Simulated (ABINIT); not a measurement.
Runs of ABINIT 10.8.3 (patched build) on MoP. It takes space group P-6m2 (No. 187, hexagonal). Conventional cell: a = 3.223 Å, b = 3.223 Å, c = 3.191 Å, α = 90.00°, β = 90.00°, γ = 120.00°. Mo (site symmetry -6m2) is surrounded by 6 P at 2.45 Å. P (site symmetry -6m2) is surrounded by 6 Mo at 2.45 Å. 

```tsv
task	level	potentials or basis	k mesh	gap on the mesh (eV)	pressure (GPa)	V0 of scaled cells (Å³/atom)	B0 (GPa)
single point	LDA	JTH PAW LDA v2.0	13 × 13 × 10	none	(c)	-	-
band structure	HCTH407	JTH PAW PBE v2.0	10 × 10 × 8	none	-6.6	-	-
equation of state	revPBE	JTH PAW PBE v2.0	10 × 10 × 8	-	-	14.66	218
band structure	rPW86PBE	JTH PAW PBE v2.0	10 × 10 × 8	none	(a)	-	-
equation of state	HCTH407	JTH PAW PBE v2.0	10 × 10 × 8	-	-	(b)	228
equation of state	WC	JTH PAW PBE v2.0	10 × 10 × 8	-	-	14.26	238
```

Alike in all rows: no spin polarisation; cell as given; cutoff (eV) 544; smearing fermi-dirac 0.05 eV.

Question: Fill in the values left out.

Answer: (a) 11.4; (b) 13.93; (c) -7.1.

Caveats: the PAW data sets were made with another functional, which shifts forces and pressure a little (some runs); pressures at fixed basis lie under the slope of the energies (some runs); the cell was scaled at fixed shape and fractional positions, which overstates the stiffness of a crystal with free parameters, most of all of layers and chains (some runs).

A k mesh can miss the band edges, and the runs leave out spin-orbit coupling on Mo.

A gap of «none» marks a metal or a gap under the smearing width.

Runs at the PBE level aren't shown here.
